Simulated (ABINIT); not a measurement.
Runs of ABINIT 10.8.3 (patched build) on MgO. The structure is cubic, space group Fm-3m (No. 225). The conventional cell has a = 4.194 Å, b = 4.194 Å, c = 4.194 Å, α = 90.00°, β = 90.00°, γ = 90.00°. Mg (site symmetry m-3m) is surrounded by 6 O at 2.10 Å. O (site symmetry m-3m) has 6 Mg at 2.10 Å as nearest neighbours. The cell is a database's computed one.

```csv
potentials or basis,cutoff (eV),fine-grid cutoff,V0 of scaled cells (Å³/atom),B0 (GPa)
PseudoDojo NC SR PBE v0.4 stringent,1252,-,9.62,149
PseudoDojo NC SR PBE v0.5 stringent,1252,-,9.62,149
PseudoDojo NC SR PBE v0.5 standard,1143,-,9.62,149
Ansatz NC PBE,1252,-,9.63,149
SPMS NC PBE v1.0,1088,-,9.61,(a)
JTH PAW PBE v2.0,626,1224.51 eV,9.64,149
SG15 NC PBE v1.2,1143,-,9.63,152
PseudoDojo NC SR PBE v0.4.1 standard,1143,-,9.62,149
```

Alike in all rows: task equation of state; level PBE; no spin polarisation; cell as given; k mesh 11 × 11 × 11; smearing fermi-dirac 0.05 eV.

Problem. Estimate the missing entries.

Solution. (a) 151.

Caveats: pressures at fixed basis lie under the slope of the energies.
